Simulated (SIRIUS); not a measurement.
# CdSe (Cadmoselite) (P6_3mc) in SIRIUS: further runs

The runs below take CdSe (Cadmoselite) through single point, with PBE, PBEsol.

All numbers are computed with SIRIUS 7.12.0; they aren't measurements. Logs are shortened: lines on timing, memory, paths and dates and some standing lists are left out, and cuts for length are marked. The log counts tension as positive stress, the text compression.

**Experimental background.**

A printed reference work, data compilation reports, for a bulk crystal of CdSe at 2 K: band gap 1.841 eV.

How close the calculation comes is told below.

**1. The crystal as given**

The structure is hexagonal, space group P6_3mc (No. 186). The conventional cell has a = 4.300 Å, b = 4.300 Å, c = 7.020 Å, α = 90.00°, β = 90.00°, γ = 120.00°. Cd (site symmetry 3m) is surrounded by 4 Se at 2.61 to 2.70 Å. Around Se (site symmetry 3m) lie 4 Cd at 2.61 to 2.70 Å.

**2. Single point, PBE**

Input file sirius.json:

```json
{
  "control": {
    "processing_unit": "cpu",
    "std_evp_solver_name": "lapack",
    "gen_evp_solver_name": "lapack",
    "verbosity": 2,
    "print_forces": true,
    "ortho_rf": true,
    "use_second_variation": true,
    "rmt_max": 3.0,
    "num_bands_to_print": 24,
    "save_wf": true
  },
  "parameters": {
    "electronic_structure_method": "full_potential_lapwlo",
    "xc_functionals": ["XC_GGA_X_PBE", "XC_GGA_C_PBE"],
    "core_relativity": "dirac",
    "valence_relativity": "iora",
    "num_fv_states": 51,
    "smearing": "fermi_dirac",
    "smearing_width": 0.0018374661,
    "pw_cutoff": 20,
    "gk_cutoff": 3.65,
    "lmax_apw": 10,
    "lmax_rho": 8,
    "lmax_pot": 8,
    "num_mag_dims": 0,
    "auto_rmt": 0,
    "ngridk": [7, 7, 4],
    "shiftk": [0, 0, 0],
    "num_dft_iter": 80,
    "energy_tol": 1e-07,
    "density_tol": 1e-05,
    "use_symmetry": true
  },
  "settings": {"tol_ne": 1e-10},
  "iterative_solver": {"type": "exact"},
  "mixer": {"type": "anderson", "beta": 0.5, "max_history": 8},
  "unit_cell": {
    "lattice_vectors": [[8.1258223359, 0.0, 0.0], [-4.0629111679, 7.0371685696, 0.0], [0.0, 0.0, 13.2658773949]],
    "atom_types": ["Cd", "Se"],
    "atom_files": {"Cd": "Cd.json", "Se": "Se.json"},
    "atoms": {
      "Cd": [[0.6666666667, 0.3333333333, 0.5], [0.3333333333, 0.6666666667, 0.0]],
      "Se": [[0.6666666667, 0.3333333333, 0.885], [0.3333333333, 0.6666666667, 0.385]]
    }
  }
}
```

Input file Cd.json:

```json
{
  "name": "cadmium",
  "symbol": "Cd",
  "number": 48,
  "mass": 112.411,
  "rmin": 1e-06,
  "rmt": 2.45,
  "nrmt": 800,
  "rinf": 14.45,
  "core": "1s2s2p3s3p3d",
  "valence": [
    {"basis": [{"enu": -0.09, "dme": 0, "n": 0, "auto": 0}, {"enu": -0.09, "dme": 1, "n": 0, "auto": 0}]},
    {"l": 0, "n": 1, "basis": [{"enu": 0.01, "dme": 0, "n": 0, "auto": 0}]},
    {"l": 1, "n": 2, "basis": [{"enu": 0.01, "dme": 0, "n": 0, "auto": 0}]},
    {"l": 2, "n": 3, "basis": [{"enu": -0.0502, "dme": 0, "n": 0, "auto": 0}]},
    {"l": 3, "n": 4, "basis": [{"enu": 0.01, "dme": 0, "n": 0, "auto": 0}]}
  ],
  "lo": [
    {"l": 0, "basis": [{"enu": 0.01, "dme": 0, "n": 0, "auto": 0}, {"enu": 0.01, "dme": 1, "n": 0, "auto": 0}]},
    {
      "l": 0,
      "basis": [{"enu": -3.6489, "dme": 0, "n": 4, "auto": 1}, {"enu": -3.6489, "dme": 1, "n": 4, "auto": 1}]
    },
    {
      "l": 0,
      "basis": [{"enu": -3.6489, "dme": 1, "n": 4, "auto": 1}, {"enu": 0.01, "dme": 0, "n": 0, "auto": 0}]
    },
    {"l": 0, "basis": [{"enu": 0.01, "dme": 0, "n": 0, "auto": 0}, {"enu": 2.6756, "dme": 0, "n": 0, "auto": 0}]},
    {"l": 1, "basis": [{"enu": 0.01, "dme": 0, "n": 0, "auto": 0}, {"enu": 0.01, "dme": 1, "n": 0, "auto": 0}]},
    {
      "l": 1,
      "basis": [{"enu": -2.2296, "dme": 0, "n": 4, "auto": 1}, {"enu": -2.2296, "dme": 1, "n": 4, "auto": 1}]
    },
    {
      "l": 1,
      "basis": [{"enu": -2.2296, "dme": 1, "n": 4, "auto": 1}, {"enu": 0.01, "dme": 0, "n": 0, "auto": 0}]
    },
    {"l": 1, "basis": [{"enu": 0.01, "dme": 0, "n": 0, "auto": 0}, {"enu": 3.0754, "dme": 0, "n": 0, "auto": 0}]},
    {
      "l": 2,
      "basis": [{"enu": -0.0502, "dme": 0, "n": 0, "auto": 0}, {"enu": -0.0502, "dme": 1, "n": 0, "auto": 0}]
    },
    {
      "l": 2,
      "basis": [{"enu": -0.0502, "dme": 1, "n": 0, "auto": 0}, {"enu": -0.0502, "dme": 2, "n": 0, "auto": 0}]
    },
    {
      "l": 2,
      "basis": [{"enu": -0.0502, "dme": 0, "n": 0, "auto": 0}, {"enu": 2.5487, "dme": 0, "n": 0, "auto": 0}]
    },
    {"l": 3, "basis": [{"enu": 0.01, "dme": 0, "n": 0, "auto": 0}, {"enu": 0.01, "dme": 1, "n": 0, "auto": 0}]},
    {"l": 3, "basis": [{"enu": 0.01, "dme": 0, "n": 0, "auto": 0}, {"enu": 2.9088, "dme": 0, "n": 0, "auto": 0}]}
  ],
  "free_atom": [... radial grid and density of the free atom, the start of the SCF ...]
}
```

Input file Se.json:

```json
{
  "name": "selenium",
  "symbol": "Se",
  "number": 34,
  "mass": 78.96,
  "rmin": 1e-06,
  "rmt": 2.3,
  "nrmt": 800,
  "rinf": 13.6,
  "core": "1s2s2p3s",
  "valence": [
    {"basis": [{"enu": -0.09, "dme": 0, "n": 0, "auto": 0}, {"enu": -0.09, "dme": 1, "n": 0, "auto": 0}]},
    {"l": 0, "n": 1, "basis": [{"enu": -0.1383, "dme": 0, "n": 0, "auto": 0}]},
    {"l": 1, "n": 2, "basis": [{"enu": 0.01, "dme": 0, "n": 0, "auto": 0}]},
    {"l": 2, "n": 3, "basis": [{"enu": 0.01, "dme": 0, "n": 0, "auto": 0}]},
    {"l": 3, "n": 4, "basis": [{"enu": 0.01, "dme": 0, "n": 0, "auto": 0}]}
  ],
  "lo": [
    {
      "l": 0,
      "basis": [{"enu": -0.1383, "dme": 0, "n": 0, "auto": 0}, {"enu": -0.1383, "dme": 1, "n": 0, "auto": 0}]
    },
    {
      "l": 0,
      "basis": [{"enu": -0.1383, "dme": 1, "n": 0, "auto": 0}, {"enu": -0.1383, "dme": 2, "n": 0, "auto": 0}]
    },
    {
      "l": 0,
      "basis": [{"enu": -0.1383, "dme": 0, "n": 0, "auto": 0}, {"enu": 2.1301, "dme": 0, "n": 0, "auto": 0}]
    },
    {"l": 1, "basis": [{"enu": 0.01, "dme": 0, "n": 0, "auto": 0}, {"enu": 0.01, "dme": 1, "n": 0, "auto": 0}]},
    {
      "l": 1,
      "basis": [{"enu": -5.3506, "dme": 0, "n": 3, "auto": 1}, {"enu": -5.3506, "dme": 1, "n": 3, "auto": 1}]
    },
    {
      "l": 1,
      "basis": [{"enu": -5.3506, "dme": 1, "n": 3, "auto": 1}, {"enu": 0.01, "dme": 0, "n": 0, "auto": 0}]
    },
    {"l": 1, "basis": [{"enu": 0.01, "dme": 0, "n": 0, "auto": 0}, {"enu": 3.4883, "dme": 0, "n": 0, "auto": 0}]},
    {"l": 2, "basis": [{"enu": 0.01, "dme": 0, "n": 0, "auto": 0}, {"enu": 0.01, "dme": 1, "n": 0, "auto": 0}]},
    {
      "l": 2,
      "basis": [{"enu": -1.7095, "dme": 0, "n": 3, "auto": 1}, {"enu": -1.7095, "dme": 1, "n": 3, "auto": 1}]
    },
    {
      "l": 2,
      "basis": [{"enu": -1.7095, "dme": 1, "n": 3, "auto": 1}, {"enu": 0.01, "dme": 0, "n": 0, "auto": 0}]
    },
    {"l": 2, "basis": [{"enu": 0.01, "dme": 0, "n": 0, "auto": 0}, {"enu": 3.9419, "dme": 0, "n": 0, "auto": 0}]},
    {"l": 3, "basis": [{"enu": 0.01, "dme": 0, "n": 0, "auto": 0}, {"enu": 0.01, "dme": 1, "n": 0, "auto": 0}]},
    {"l": 3, "basis": [{"enu": 0.01, "dme": 0, "n": 0, "auto": 0}, {"enu": 3.2992, "dme": 0, "n": 0, "auto": 0}]}
  ],
  "free_atom": [... radial grid and density of the free atom, the start of the SCF ...]
}
```

Input file sirius_start.json:

```json
{
  "control": {
    "processing_unit": "cpu",
    "std_evp_solver_name": "lapack",
    "gen_evp_solver_name": "lapack",
    "verbosity": 1,
    "print_forces": false,
    "ortho_rf": true,
    "use_second_variation": true,
    "rmt_max": 3.0,
    "num_bands_to_print": 24,
    "save_wf": false
  },
  "parameters": {
    "electronic_structure_method": "full_potential_lapwlo",
    "xc_functionals": ["XC_LDA_X", "XC_LDA_C_PW"],
    "core_relativity": "dirac",
    "valence_relativity": "iora",
    "num_fv_states": 51,
    "smearing": "fermi_dirac",
    "smearing_width": 0.0055123983,
    "pw_cutoff": 20,
    "gk_cutoff": 2.92,
    "lmax_apw": 10,
    "lmax_rho": 8,
    "lmax_pot": 8,
    "num_mag_dims": 0,
    "auto_rmt": 0,
    "ngridk": [3, 3, 2],
    "shiftk": [0, 0, 0],
    "num_dft_iter": 30,
    "energy_tol": 0.01,
    "density_tol": 0.05,
    "use_symmetry": true
  },
  "settings": {"tol_ne": 1e-10},
  "iterative_solver": {"type": "exact"},
  "mixer": {"type": "anderson", "beta": 0.5, "max_history": 8},
  "unit_cell": {
    "lattice_vectors": [[8.1258223359, 0.0, 0.0], [-4.0629111679, 7.0371685696, 0.0], [0.0, 0.0, 13.2658773949]],
    "atom_types": ["Cd", "Se"],
    "atom_files": {"Cd": "Cd.json", "Se": "Se.json"},
    "atoms": {
      "Cd": [[0.6666666667, 0.3333333333, 0.5], [0.3333333333, 0.6666666667, 0.0]],
      "Se": [[0.6666666667, 0.3333333333, 0.885], [0.3333333333, 0.6666666667, 0.385]]
    }
  }
}
```

Potentials or basis: all-electron FP-LAPW, apw+lo standard.

Command:

```console
$ OMP_NUM_THREADS=1 sirius.scf --input=sirius_start.json --output=start.json
$ OMP_NUM_THREADS=1 sirius.scf --input=sirius.json --output=output.json --task=1
```

Output:

```text
[info] SIRIUS version : 7.12.0
[info] number of MPI ranks           : 1
[info] MPI grid                      : 1 1
[info] maximum number of OMP threads : 1
[fft] FFT context for density and potential
[fft] =====================================
[fft]   plane wave cutoff                     : 20
[fft]   grid size                             : 54 54 90   total : 262440
[fft]   grid limits                           : -26 27   -26 27   -44 45
[fft]   number of G-vectors within the cutoff : 102529
[fft]   number of G-shells                    : 4960
[fft] FFT context for coarse grid
[fft] =====================================
[fft]   plane wave cutoff                     : 7.3
[fft]   grid size                             : 24 24 36   total : 20736
[fft]   grid limits                           : -11 12   -11 12   -17 18
[fft]   number of G-vectors within the cutoff : 4963
[fft]   number of G-shells                    : 305
[unit cell] lattice vectors
[unit cell]   a1 :       8.1258223359      0.0000000000      0.0000000000
[unit cell]   a2 :      -4.0629111679      7.0371685696      0.0000000000
[unit cell]   a3 :       0.0000000000      0.0000000000     13.2658773949
[unit cell] reciprocal lattice vectors
[unit cell]   b1 :       0.7732368550      0.4464285064     -0.0000000000
[unit cell]   b2 :       0.0000000000      0.8928570127      0.0000000000
[unit cell]   b3 :       0.0000000000     -0.0000000000      0.4736351106
[unit cell] unit cell volume :       758.57976907 [a.u.^3]
[unit cell] 1/sqrt(omega)    :         0.03630775
[unit cell] MT volume        :       225.13176554 (29.68%)
[unit cell] IT volume        :       533.44800352 (70.32%)
[unit cell] number of atom types : 2
[unit cell] type id : 0 symbol : Cd mt_radius :   2.450000 num_atoms : 2
[unit cell] type id : 1 symbol : Se mt_radius :   2.300000 num_atoms : 2
[unit cell] total number of atoms : 4
[unit cell] number of symmetry classes : 2
[unit cell] atom id  type id  class id             position                      vector_field
[unit cell] ------------------------------------------------------------------------------------------
[unit cell]      0        0        0      0.66667   0.33333   0.50000      0.00000   0.00000   0.00000
[unit cell]      1        0        0      0.33333   0.66667   0.00000      0.00000   0.00000   0.00000
[unit cell]      2        1        1      0.66667   0.33333   0.88500      0.00000   0.00000   0.00000
[unit cell]      3        1        1      0.33333   0.66667   0.38500      0.00000   0.00000   0.00000
[... 385 lines left out ...]
[generate_core_charge_density]   n,l,k : 1 0 1  energy :        -459.10493778
[... 29 lines left out ...]
[find] valence_eval_sum               :    -141.08519960
[find] core_eval_sum                  :   -9402.27511863
[find] kinetic energy                 :   16708.03242020
[find] enuc                           :  -19465.78764398
[find] <rho|V^{XC}>                   :    -633.01327871
[find] <rho|E^{XC}>                   :    -485.62717103
[find] <mag|B^{XC}>                   :       0.00000000
[find] <rho|V^{H}>                    :  -25618.37945971
[find] smearing (-TS)                 :      -0.00000057
[find] SCF correction                 :       0.00005550
[find] Total energy                   :  -16052.57206917 (Ha),  -32105.14413834 (Ry)
[find] Free energy (E-TS)             :  -16052.57206974 (Ha),  -32105.14413949 (Ry)
[find] band gap (eV)                  :       0.69764992
[find] Efermi                         :       0.11758005
[find] iteration : 7, RMS (target) : 6.5970e-06 (1.0000e-05) , energy difference (target) : -1.0128e-08 (1.0000e-07)
[find] converged after 8 SCF iterations!
Warning in function "check_num_electrons" at src/density/density.cpp:1179
wrong number of electrons
  obtained value : 164
  target value : 164
  difference : 5.50186e-05
  total core leakage : 1.15471e-05
    atom class : 0, core leakage : 2.06622e-09
    atom class : 1, core leakage : 5.77148e-06
[find] Charges and magnetic moments
[find] --------------------------------------------------------------------------------
[find] atom      charge    core leakage
[find] --------------------------------------------------------------------------------
[find]    0   46.333561    2.066224e-09
[find]    1   46.333561    2.066224e-09
[find]    2   32.247784    5.771478e-06
[find]    3   32.247784    5.771478e-06
[find] total core leakage    : 1.15470890e-05
[find] interstitial charge   : 6.837254
[find] total charge          : 163.999945
[find] Energy
[find] --------------------------------------------------------------------------------
[find] valence_eval_sum               :    -141.08519960
[find] core_eval_sum                  :   -9402.27511863
[find] kinetic energy                 :   16708.03242020
[find] enuc                           :  -19465.78764398
[find] <rho|V^{XC}>                   :    -633.01327871
[find] <rho|E^{XC}>                   :    -485.62717103
[find] <mag|B^{XC}>                   :       0.00000000
[find] <rho|V^{H}>                    :  -25618.37945971
[find] smearing (-TS)                 :      -0.00000057
[find] SCF correction                 :       0.00005550
[find] Total energy                   :  -16052.57206917 (Ha),  -32105.14413834 (Ry)
[find] Free energy (E-TS)             :  -16052.57206974 (Ha),  -32105.14413949 (Ry)
[find] band gap (eV)                  :       0.69764992
[find] Efermi                         :       0.11758005
[ground_state]
[ground_state] ==== total Forces in Ha/bohr =====
[ground_state] atom:    0, force:      -0.0000000     -0.0000000      0.0047490
[ground_state] atom:    1, force:       0.0000000      0.0000000      0.0047490
[ground_state] atom:    2, force:       0.0000000      0.0000000     -0.0054795
[ground_state] atom:    3, force:       0.0000000     -0.0000000     -0.0054795
[ground_state] ==== contribution from density =====
[ground_state] atom:    0, force:      -0.0000000     -0.0000000      0.0762692
[ground_state] atom:    1, force:       0.0000000      0.0000000      0.0762692
[ground_state] atom:    2, force:       0.0000000      0.0000000      0.0326570
[ground_state] atom:    3, force:       0.0000000     -0.0000000      0.0326570
[ground_state] ==== contribution from Hartree potential =====
[ground_state] atom:    0, force:       0.0000000     -0.0000000     -0.0593435
[ground_state] atom:    1, force:       0.0000000      0.0000000     -0.0593435
[ground_state] atom:    2, force:       0.0000000     -0.0000000     -0.0482210
[ground_state] atom:    3, force:       0.0000000      0.0000000     -0.0482210
[ground_state] ==== contribution from IBS =====
[ground_state] atom:    0, force:       0.0000000      0.0000000     -0.0121767
[ground_state] atom:    1, force:       0.0000000      0.0000000     -0.0121767
[ground_state] atom:    2, force:       0.0000000      0.0000000      0.0100845
[ground_state] atom:    3, force:       0.0000000     -0.0000000      0.0100845
```

It took 3.9 min on 1 thread of Arm Neoverse V2, shared host; peak memory 0.85 GiB.

What came out:

```
Free energy                                       : -436812.7388 eV
Band gap on the k mesh                            : 0.70 eV, direct
All electrons inside the program's atomic spheres : Cd 46.33; Se 32.25 (radii Cd 2.45, Se 2.3 bohr)
```

Levels at points of the mesh, in eV from the valence-band top:
```
           k point  band 38  band 39  band 40  band 41  band 42  band 43  band 44  band 45  band 46  band 47
(0.00, 0.00, 0.00)    -0.72    -0.72    -0.01     0.00     0.00     0.70     2.12     5.89     5.89     6.14
(0.00, 0.00, 0.50)    -2.56    -0.37    -0.37    -0.37    -0.37     2.33     2.33     5.82     5.82     6.26
```

(Part 1 of 2 ends here.)
